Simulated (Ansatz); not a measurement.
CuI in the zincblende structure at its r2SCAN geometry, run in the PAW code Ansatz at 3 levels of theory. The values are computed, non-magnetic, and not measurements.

The PBE+SOC input:
```yaml
crystal:
  lattice:
    - [0.0, 3.0120290779, 3.0120290779]
    - [3.0120290779, 0.0, 3.0120290779]
    - [3.0120290779, 3.0120290779, 0.0]
  atoms:
    - { symbol: Cu, position: [0.0, 0.0, 0.0] }
    - { symbol: I, position: [0.25, 0.25, 0.25] }
kpoints:
  mp_grid: { grid: [8, 8, 8] }
  band_path:
    path:
      - [0.0, 0.0, 0.0]
      - [-0.5, -0.5, 0.0]
      - [-0.375, -0.375, 0.25]
      - [-0.375, 0.0, 0.375]
      - [0.0, 0.0, 0.5]
      - [-0.5, -0.25, 0.25]
    npoints: 1
hamiltonian:
  xc: pbe
scf:
  occupations: { method: fermi_dirac, width: 0.02 }
  n_extra_bands: 8
magnetization:
  noncollinear: true
  spin_orbit: true
output:
  forces: true
  stress: true
  eigenvalues: true
  write_density: true
  write_potential: true
  elf: true
  volumetric_format: npy
```

Main results, then, where recorded, the levels near the gap in eV from the Fermi energy (columns number the bands from 0), one row a point of the path (Γ, X, U, K, L, W):
```
Crystal: 2 atoms, lattice volume = 54.652 Å³
Symmetry: 24 space group operations + 24 with time reversal
Magnetic group: BNS 216.75 (UNI 1577)
```
```
Basis set: ecut = 420 eV, 1067 PW (Γ)
Bands: 44, of which v1, the nominal top of the filled ones, is band 36 counted from 1 (35 counted from 0)
k-points: 29 of 512 (time reversal used)
Free energy (F): -14141.759127 eV
Fermi energy:    9.115885 eV
--- Stress (GPa, compression-positive) ---
        1.202681       0.000000       0.000000
        0.000000       1.202681       0.000000
        0.000000       0.000000       1.202681
  P = ⅓ Tr σ = 1.2027 GPa (12.027 kbar)
```
```tsv
band_26	band_27	band_28	band_29	band_30	band_31	band_32	band_33	band_34	band_35	band_36	band_37	band_38	band_39	band_40	band_41
-2.610	-2.610	-2.610	-2.610	-0.955	-0.955	-0.514	-0.514	-0.514	-0.514	0.500	0.500	4.127	4.127	4.205	4.205
-2.712	-2.712	-2.586	-2.586	-2.462	-2.462	-2.282	-2.282	-2.144	-2.144	1.993	1.993	2.211	2.211	8.433	8.433
-2.867	-2.725	-2.618	-2.510	-2.481	-2.407	-2.343	-2.164	-1.996	-1.920	2.387	2.401	3.855	4.068	6.859	6.863
-2.867	-2.725	-2.618	-2.510	-2.481	-2.407	-2.343	-2.164	-1.996	-1.920	2.387	2.401	3.855	4.068	6.859	6.863
-2.717	-2.717	-2.536	-2.536	-2.445	-2.445	-1.474	-1.474	-1.341	-1.341	1.483	1.483	4.716	4.716	4.741	4.741
-2.817	-2.763	-2.607	-2.580	-2.575	-2.466	-2.326	-2.317	-2.015	-1.927	3.608	3.966	4.043	4.053	5.333	5.382
```

PBE+SOC gives a direct gap of 1.01 eV at Γ.

Problem. In the first input these blocks are replaced (the band path and keys that only write files left aside):
```yaml
kpoints:
  mp_grid: { grid: [6, 6, 6] }
hamiltonian:
  xc: hse06
scf:
  occupations: { method: fixed }
  n_extra_bands: 4
```
(magnetization left out)
What comes out?

Solution.
```
Basis set: ecut = 420 eV, 1067 PW (Γ)
Bands: 22, of which v1, the nominal top of the filled ones, is band 18 counted from 1 (17 counted from 0)
k-points: 16 of 216 (time reversal used)
Exchange kernel: α = 0.2500, screened, ω = 0.2079 Å⁻¹, Wigner–Seitz truncation, v(0) = 1046.8195 eV·Å³, q-mesh 6×6×6
hybrid outer 1: dexx = +1.575e-2 eV, tail = 1.01e-4 eV
hybrid outer 2: dexx = +5.946e-7 eV, tail = 7.62e-8 eV, Δε = 6.10e-3 eV
Free energy (F): -14142.442539 eV
Fermi energy:    7.470515 eV
--- Stress (GPa, compression-positive) ---
        1.395570       0.000000       0.000000
        0.000000       1.395570       0.000000
        0.000000       0.000000       1.395570
  P = ⅓ Tr σ = 1.3956 GPa (13.956 kbar)
```
```tsv
band_13	band_14	band_15	band_16	band_17	band_18	band_19	band_20
-2.586	-2.586	0.000	0.000	0.000	2.670	6.305	6.305
-2.584	-2.503	-2.381	-2.019	-2.019	3.844	4.247	10.993
-2.709	-2.566	-2.400	-2.084	-1.644	4.379	6.106	9.101
-2.709	-2.566	-2.400	-2.084	-1.644	4.379	6.106	9.101
-2.561	-2.561	-2.504	-0.866	-0.866	3.622	6.817	6.817
-2.659	-2.488	-2.470	-2.328	-1.763	5.890	6.224	7.563
```
HSE06 gives a direct gap of 2.67 eV at Γ. The mean pressure is +1.4 GPa (compression positive), so HSE06 would enlarge the cell's volume. (The program warns that its thresholds are loose for a hybrid's stress.)

PBE0. Against the first input these blocks differ (the band path and keys that only write files left aside):
```yaml
kpoints:
  mp_grid: { grid: [6, 6, 6] }
hamiltonian:
  xc: pbe0
scf:
  occupations: { method: fixed }
  n_extra_bands: 4
```
(magnetization left out)

```
Basis set: ecut = 420 eV, 1067 PW (Γ)
Bands: 22, of which v1, the nominal top of the filled ones, is band 18 counted from 1 (17 counted from 0)
k-points: 16 of 216 (time reversal used)
hybrid outer 1: dexx = +2.293e-2 eV, tail = 1.38e-4 eV
hybrid outer 2: dexx = +1.189e-6 eV, tail = 1.09e-7 eV, Δε = 4.69e-3 eV
hybrid outer 3: dexx = +1.904e-9 eV, tail = 3.91e-9 eV, Δε = 2.17e-4 eV, ΔF = 9.25e-18 eV/Å
Free energy (F): -14141.658577 eV
Fermi energy:    7.110786 eV
--- Stress (GPa, compression-positive) ---
        1.296075       0.000000       0.000000
        0.000000       1.296075       0.000000
        0.000000       0.000000       1.296075
  P = ⅓ Tr σ = 1.2961 GPa (12.961 kbar)
```
```tsv
band_13	band_14	band_15	band_16	band_17	band_18	band_19	band_20
-2.645	-2.645	0.000	0.000	0.000	3.333	7.016	7.016
-2.647	-2.564	-2.438	-2.064	-2.064	4.529	4.951	11.725
-2.772	-2.627	-2.459	-2.139	-1.681	5.074	6.829	9.829
-2.772	-2.627	-2.459	-2.139	-1.681	5.074	6.829	9.829
-2.621	-2.621	-2.565	-0.885	-0.885	4.312	7.535	7.535
-2.719	-2.549	-2.530	-2.387	-1.811	6.598	6.963	8.289
```

PBE0 gives a direct gap of 3.33 eV at Γ. The mean pressure is +1.3 GPa (compression positive), so PBE0 would enlarge the cell's volume. (The program warns that its thresholds are loose for a hybrid's stress.)

The hybrids run on coarser meshes, which limits their stresses and small splittings of levels.

Totals of different functionals, or with and without spin-orbit coupling, can't be compared.

Only the levels marked +SOC include spin-orbit coupling.
